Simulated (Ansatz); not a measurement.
**Relativistic treatment of Lu**

```
Lu
1.0
     3.20283    0.00000    0.00000
     0.00000    3.20283    0.00000
     0.00000    0.00000    3.20283
Lu
1
Cartesian
  0.0000 0.0000 0.0000
```

Conventional cell: a = 3.203 Å, b = 3.203 Å, c = 3.203 Å, α = 90.00°, β = 90.00°, γ = 90.00°. Lu (atom 1) is surrounded by 6 Lu at 3.20 Å.

The structure comes from a relaxation in the same program, started in the sc type, and has space group Pm-3m. Whether it is a known phase or the ground state wasn't checked.

One fixed cell is solved with PBE by frozen-core PAW in Ansatz 0.2.0 under different relativistic treatments. Pressure is positive in compression.

The runs use a Γ-centred 13×13×13 k mesh, Fermi–Dirac smearing of 0.03 eV, cutoff 420 eV, no spin polarisation.

| setting | P (GPa) | lowest level at Γ above −25 eV, from the valence-band top or, without a gap, the Fermi level (eV) |
| --- | --- | --- |
| scalar-relativistic | 0.00 | -5.65 |
| with spin–orbit coupling | -0.14 | -6.17 |
